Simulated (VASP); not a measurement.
# Si (Fd-3m) in VASP: a series of runs

One crystal, Si, is run at these levels: PBE; tasks: single point, relaxation of cell and atoms.

All numbers are computed with VASP 6.6.1; they aren't measurements. Logs are shortened: lines on timing, memory, paths and dates and some standing lists are left out, and cuts for length are marked.

## (1) The structure

It takes space group Fd-3m (No. 227, cubic). The conventional cell has a = 5.470 Å, b = 5.470 Å, c = 5.470 Å, α = 90.00°, β = 90.00°, γ = 90.00°. Si (site symmetry -43m) has 4 Si at 2.37 Å as nearest neighbours.

## (2) Single point, PBE (the relaxed cell repeated 2 times)

INCAR reads:

```
SYSTEM = Si
ALGO = Normal
EDIFF = 1E-7
ENCUT = 520
GGA = PE
ISIF = 2
ISMEAR = 0
LASPH = .TRUE.
LCHARG = .FALSE.
LREAL = .FALSE.
LWAVE = .FALSE.
NBANDS = 16
NELM = 100
PREC = Accurate
SIGMA = 0.05
```

KPOINTS reads:

```
k-points
0
G
  8 8 6
  0 0 0
```

POSCAR reads:

```
Si
1.0
    0.0000000000     -2.7347607592     -2.7347607592
    0.0000000000      2.7347607592     -2.7347607592
    5.4695215184      0.0000000000      0.0000000000
Si
4
Direct
    0.5000000000      0.5000000000      0.0000000000
    0.0000000000      0.0000000000      0.5000000000
    1.0000000000      0.5000000000      0.2500000000
    0.5000000000      0.0000000000      0.7500000000
```

Potentials or basis: VASP PAW PBE potentials, release 64 (Si).

The run is started by

```sh
$ cat potpaw_PBE.64/Si/POTCAR > POTCAR
$ mpirun -np 1 vasp_std > vasp.out
```

OUTCAR:

```text
SYSTEM = Si
   EDIFF = 1E-7
   ENCUT = 520
   GGA = PE
   ISIF = 2
   ISMEAR = 0
   LASPH = .TRUE.
   LREAL = .FALSE.
   NELM = 100
   PREC = Accurate

 ion  position               nearest neighbor table
   1  0.500  0.500  0.000-   3 2.37   4 2.37   4 2.37   3 2.37
   2  0.000  0.000  0.500-   3 2.37   4 2.37   3 2.37   4 2.37
   3  0.000  0.500  0.250-   1 2.37   2 2.37   2 2.37   1 2.37
   4  0.500  0.000  0.750-   1 2.37   2 2.37   1 2.37   2 2.37

  LATTYP: Found a simple tetragonal cell.
 ALAT       =     3.8675357555
 C/A-ratio  =     1.4142135624

  Lattice vectors:

 A1 = (   0.0000000000,  -2.7347607592,  -2.7347607592)
 A2 = (   0.0000000000,   2.7347607592,  -2.7347607592)
 A3 = (   5.4695215184,   0.0000000000,   0.0000000000)

Analysis of symmetry for initial positions (statically):
=====================================================================
 Subroutine PRICEL returns following result:

  LATTYP: Found a face centered cubic cell.
 ALAT       =     5.4695215184

  Lattice vectors:

 A1 = (  -2.7347607592,   0.0000000000,   2.7347607592)
 A2 = (  -2.7347607592,  -2.7347607592,   0.0000000000)
 A3 = (  -0.0000000000,  -2.7347607592,   2.7347607592)

   2 primitive cells build up your supercell.

 Routine SETGRP: Setting up the symmetry group for a
 simple tetragonal supercell.

 Subroutine GETGRP returns: Found 16 space group operations
 (whereof  8 operations were pure point group operations)
 out of a pool of 16 trial point group operations.

The static configuration has the point symmetry D_2d.
 The point group associated with its full space group is D_4h.

Analysis of symmetry for dynamics (positions and initial velocities):
=====================================================================
 Subroutine PRICEL returns following result:

  LATTYP: Found a face centered cubic cell.
 ALAT       =     5.4695215184

  Lattice vectors:

 A1 = (  -2.7347607592,   0.0000000000,   2.7347607592)
 A2 = (  -2.7347607592,  -2.7347607592,   0.0000000000)
 A3 = (  -0.0000000000,  -2.7347607592,   2.7347607592)

   2 primitive cells build up your supercell.

 Routine SETGRP: Setting up the symmetry group for a
 simple tetragonal supercell.

 Subroutine GETGRP returns: Found 16 space group operations
 (whereof  8 operations were pure point group operations)
 out of a pool of 16 trial point group operations.

The dynamic configuration has the point symmetry D_2d.
 The point group associated with its full space group is D_4h.

 Subroutine INISYM returns: Found 16 space group operations
 (whereof  8 operations are pure point group operations),
 and found     2 'primitive' translations

----------------------------------------------------------------------------------------

                                     Primitive cell

  volume of cell :      40.9061

  direct lattice vectors                    reciprocal lattice vectors
    -2.734760759  0.000000000  2.734760759    -0.182831349  0.182831349  0.182831349
    -2.734760759 -2.734760759  0.000000000    -0.182831349 -0.182831349 -0.182831349
    -0.000000000 -2.734760759  2.734760759     0.182831349 -0.182831349  0.182831349

  length of vectors
     3.867535756  3.867535756  3.867535756     0.316673186  0.316673186  0.316673186

  position of ions in fractional coordinates (direct lattice)
     0.500000000  0.500000000  0.500000000
     0.750000000  0.750000000  0.750000000

  ion indices of the primitive-cell ions
   primitive index   ion index
                 1           1
                 2           3

----------------------------------------------------------------------------------------

 KPOINTS: k-points

Automatic generation of k-mesh.
 Grid dimensions read from file:
 generate k-points for:    8    8    6

 Generating k-lattice:

  Cartesian coordinates                     Fractional coordinates (reciprocal lattice)
     0.000000000 -0.022853919 -0.022853919     0.125000000  0.000000000  0.000000000
     0.000000000  0.022853919 -0.022853919     0.000000000  0.125000000  0.000000000
     0.030471892  0.000000000  0.000000000     0.000000000  0.000000000  0.166666667

  Length of vectors
     0.032320322  0.032320322  0.030471892

  Shift w.r.t. Gamma in fractional coordinates (k-lattice)
     0.000000000  0.000000000  0.000000000

 Subroutine IBZKPT returns following result:
 ===========================================

 Found     60 irreducible k-points:

 Following reciprocal coordinates:
            Coordinates               Weight
  0.000000  0.000000  0.000000      1.000000
  0.125000  0.000000  0.000000      4.000000
  0.250000  0.000000  0.000000      4.000000
  0.375000  0.000000  0.000000      4.000000
  0.500000  0.000000  0.000000      2.000000
  0.125000  0.125000  0.000000      4.000000
[... 16 lines left out ...]
  0.375000  0.125000  0.166667     16.000000
  0.500000  0.125000  0.166667      8.000000
 [... further k-points ...]
   k-points           NKPTS =     60   k-points in BZ     NKDIM =     60   number of bands    NBANDS=     16
   number of dos      NEDOS =    301   number of ions     NIONS =      4
   total plane-waves  NPLWV =  37800
   dimension x,y,z NGX =    30 NGY =   30 NGZ =   42
   dimension x,y,z NGXF=    60 NGYF=   60 NGZF=   84
   ions per type =               4
   NGX,Y,Z   is equivalent  to a cutoff of  12.90, 12.90, 12.77 a.u.
   NGXF,Y,Z  is equivalent  to a cutoff of  25.79, 25.79, 25.53 a.u.
 SYSTEM =  Si
   PREC   = accura    normal or accurate (medium, high low for compatibility)
   ISTART =      0    job   : 0-new  1-cont  2-samecut
   ICHARG =      2    charge: 1-file 2-atom 10-const
   ISPIN  =      1    spin polarized calculation?
   LNONCOLLINEAR =      F non collinear calculations
   LSORBIT =      F    spin-orbit coupling
   LASPH  =      T    aspherical Exc in radial PAW
   ENCUT  =  520.0 eV  38.22 Ry    6.18 a.u.   7.19  7.19 10.17*2*pi/ulx,y,z
   NELM   =    100;   NELMIN=  2; NELMDL= -5     # of ELM steps
   EDIFF  = 0.1E-06   stopping-criterion for ELM
   LREAL  =      F    real-space projection
   EDIFFG = 0.1E-05   stopping-criterion for IOM
   NSW    =      0    number of steps for IOM
   IBRION =     -1    ionic relax: 0-MD 1-quasi-New 2-CG
   NFREE  =      0    steps in history (QN), initial steepest desc. (CG)
   ISIF   =      2    stress and relaxation
   ISYM   =      2    0-nonsym 1-usesym 2-fastsym
   POTIM  = 0.5000    time-step for ionic-motion
   TEBEG  =    0.0;   TEEND  =   0.0 temperature during run
   PSTRESS=    0.0 pullay stress
   NELECT =      16.0000    total number of electrons
   NUPDOWN=      -1.0000    fix difference up-down
   EMIN   =  10.00;   EMAX   =-10.00  energy-range for DOS
   EFERMI =   0.00;   METHOD = LEGACY
   ISMEAR =     0;   SIGMA  =   0.05  broadening in eV -4-tet -1-fermi 0-gaus
   EFERMI_NEDOS =   21; number of points for ismear=-14 and -15
   IALGO  =     38    algorithm
   IMIX   =      4    mixing-type and parameters
     AMIX     =   0.40;   BMIX     =  1.00
     AMIX_MAG =   1.60;   BMIX_MAG =  1.00
  volume/ion in A,a.u.               =      20.45       138.02
  Fermi-wavevector in a.u.,A,eV,Ry     =   0.950259  1.795730 12.285964  0.902993
  Thomas-Fermi vector in A             =   2.078619
   LORBIT       =      0    0 simple, 1 ext, 2 COOP (PROOUT), +10 PAW based schemes
   GGA     = PE    functional components
   LHFCALC =     F    Hartree Fock is set to
   AEXX    =    0.0000 exact exchange contribution
   IVDW    =     0    specifies the selected vdW correction
   LEPSILON=     F    determine dielectric tensor
   LRPA    =     F    only Hartree local field effects (RPA)
 non-spin polarized calculation
 Gauss-broadening in eV      SIGMA  =   0.05
  energy-cutoff  :      520.00
  volume of cell :       81.81
 maximum number of plane-waves:      2248
 NGX is ok and might be reduce to    30

 number of electron      15.9999998 magnetization

 Free energy of the ion-electron system (eV)
  ---------------------------------------------------
  ext. energy  EPLUGINS =         0.00000000
  ---------------------------------------------------
  free energy    TOTEN  =       -21.69725009 eV

  energy without entropy =      -21.69725009  energy(sigma->0) =      -21.69725009

 E-fermi :   5.8710     XC(G=0):  -9.3253

 val. band max:        5.6120933743   @ k =   0.0000   0.0000   0.0000
 cond. band min:       6.2229590708   @ k =   0.0000   0.0000   0.1667
 fundamental gap:      0.6108656964
 Fermi energy:         5.8710426327

 k-point     1 :       0.0000    0.0000    0.0000
  band No.  band energies     occupation
      1      -6.1997      2.00000
      2      -2.1328      2.00000
      3      -2.1328      2.00000
      4       2.8191      2.00000
      5       2.8191      2.00000
      6       5.6120      2.00000
[... 8 lines left out ...]
     15      13.3209      0.00000
     16      13.3213      0.00000

 k-point     2 :       0.1250    0.0000    0.0000
  band No.  band energies     occupation
      1      -6.0657      2.00000
      2      -2.2045      2.00000
      3      -1.9869      2.00000
      4       2.1643      2.00000
      5       2.9260      2.00000
      6       4.5626      2.00000
[... 8 lines left out ...]
     15      12.7310      0.00000
     16      13.1916      0.00000

 k-point     3 :       0.2500    0.0000    0.0000
  band No.  band energies     occupation
      1      -5.6693      2.00000
      2      -2.5476      2.00000
      3      -1.5506      2.00000
      4       1.4136      2.00000
      5       2.9378      2.00000
      6       3.2374      2.00000
[... 8 lines left out ...]
     15      11.9682      0.00000
     16      12.9910      0.00000
[... 362 lines left out ...]
 k-point    23 :       0.3750    0.1250    0.1667
  band No.  band energies     occupation
      1      -4.7957      2.00000
      2      -3.2504      2.00000
      3      -1.0431      2.00000
      4       0.8039      2.00000
      5       1.8748      2.00000
      6       3.2695      2.00000
[... 8 lines left out ...]
     15      11.9473      0.00000
     16      12.2472      0.00000

 k-point    24 :       0.5000    0.1250    0.1667
  band No.  band energies     occupation
      1      -4.0012      2.00000
      2      -4.0012      2.00000
      3      -0.3317      2.00000
      4      -0.3317      2.00000
      5       2.5449      2.00000
      6       2.5449      2.00000
[... 8 lines left out ...]
     15      11.1858      0.00000
     16      11.1858      0.00000

 [... further k-points ...]

------------------------ aborting loop because EDIFF is reached ----------------------------------------

  FORCE on cell =-STRESS in cart. coord.  units (eV):
  Direction    XX          YY          ZZ          XY          YZ          ZX
  --------------------------------------------------------------------------------------
  -------------------------------------------------------------------------------------
  Total       -0.0394496     -0.0135279     -0.0135279      0.0000000      0.0000000      0.0000000
  in kB       -0.7725653     -0.2649250     -0.2649250      0.0000000      0.0000000      0.0000000
  external PRESSURE =      -0.4341384 kB  Pullay stress =       0.0000000 kB

 VOLUME and BASIS-vectors are now :
 -----------------------------------------------------------------------------
  energy-cutoff  :      520.00
  volume of cell :       81.81
      direct lattice vectors                 reciprocal lattice vectors
     0.000000000 -2.734760759 -2.734760759     0.000000000 -0.182831349 -0.182831349
     0.000000000  2.734760759 -2.734760759     0.000000000  0.182831349 -0.182831349
     5.469521518  0.000000000  0.000000000     0.182831349  0.000000000  0.000000000

 POSITION                                       TOTAL-FORCE (eV/Angst)
 -----------------------------------------------------------------------------------
      0.00000      0.00000     -2.73476        -0.000000     -0.000000     -0.000000
      2.73476      0.00000      0.00000         0.000000     -0.000000     -0.000000
      1.36738      1.36738     -1.36738        -0.000000      0.000000      0.000000
      4.10214     -1.36738     -1.36738         0.000000      0.000000      0.000000
 -----------------------------------------------------------------------------------
    total drift:                                0.000000      0.000000     -0.000000

  FREE ENERGIE OF THE ION-ELECTRON SYSTEM (eV)
  ---------------------------------------------------
  free  energy   TOTEN  =       -21.6972500943 eV

  energy  without entropy=      -21.6972500943  energy(sigma->0) =      -21.69725009
```

It took 49 s on 1 thread of Intel Xeon Platinum 8375C at 2.90GHz (Ice Lake), shared host; peak memory 0.21 GiB.

What came out:

- Free energy: -21.6973 eV
- Pressure: 0.0 GPa
- Band gap on the k mesh: 0.61 eV

Levels at points of the mesh, in eV from the valence-band top:
```tsv
k point	band 4	band 5	band 6	band 7	band 8	band 9	band 10	band 11	band 12	band 13
(0.00, 0.00, 0.00)	-2.79	-2.79	0.00	0.00	0.00	0.75	0.75	2.56	2.56	2.56
(0.50, 0.00, 0.00)	-5.44	-3.67	-3.67	-1.30	-1.30	2.44	2.44	4.75	4.75	5.08
(0.50, 0.50, 0.00)	-7.74	-2.79	-2.79	-2.79	-2.79	0.75	0.75	0.75	0.75	9.93
(0.00, 0.00, 0.50)	-3.52	-1.85	-1.85	-1.85	-1.85	1.15	1.15	3.14	3.14	5.69
(0.50, 0.00, 0.50)	-6.87	-1.18	-1.18	-1.18	-1.18	1.47	1.47	3.35	3.35	3.35
(0.50, 0.50, 0.50)	-7.59	-3.76	-3.76	-3.76	-3.76	4.27	4.27	4.27	4.27	4.93
```

A k mesh can miss the band edges.

## (3) Single point, PBE

This run uses another cell than the first one: it holds 2 atoms, not 4.

INCAR reads:

```
SYSTEM = Si
ALGO = Normal
EDIFF = 1E-6
ENCUT = 520
GGA = PE
ISIF = 2
ISMEAR = 0
LASPH = .True.
LCHARG = .True.
LELF = .True.
LREAL = .False.
LVHAR = .True.
LWAVE = .False.
NBANDS = 11
NELM = 100
PREC = Accurate
SIGMA = 0.02
```

KPOINTS reads:

```
k-points
0
Gamma
  10 10 10
  0 0 0
```

POSCAR reads:

```
Si
1.0
    0.0000000000      2.7347607592      2.7347607592
    2.7347607592      0.0000000000      2.7347607592
    2.7347607592      2.7347607592      0.0000000000
Si
2
Direct
    0.5000000000      0.5000000000      0.5000000000
    0.7500000000      0.7500000000      0.7500000000
```

Potentials or basis: VASP PAW PBE potentials, release 64 (Si).

The run is started by

```sh
$ cat potpaw_PBE.64/Si/POTCAR > POTCAR
$ mpirun -np 1 vasp_std > vasp.out
```

Wall time 15 s (1 thread of Intel Xeon Platinum 8375C at 2.90GHz (Ice Lake), shared host); peak memory 0.16 GiB.

The run converged. Its results:

```
Free energy            : -10.8492 eV
Pressure               : 0.0 GPa
Band gap on the k mesh : 0.62 eV, indirect (least direct gap 2.56 eV)
```

Levels at points of the mesh, in eV from the valence-band top:
```tsv
k point	band 1	band 2	band 3	band 4	band 5	band 6	band 7	band 8	band 9
(0.00, 0.00, 0.00)	-11.81	0.00	0.00	0.00	2.56	2.56	2.56	3.13	7.71
(0.50, 0.00, 0.00)	-9.53	-6.87	-1.18	-1.18	1.47	3.35	3.35	7.70	10.49
(0.50, 0.50, 0.00)	-7.74	-7.74	-2.79	-2.79	0.75	0.75	9.93	9.93	10.91
```

(Part 1 of 2 ends here.)
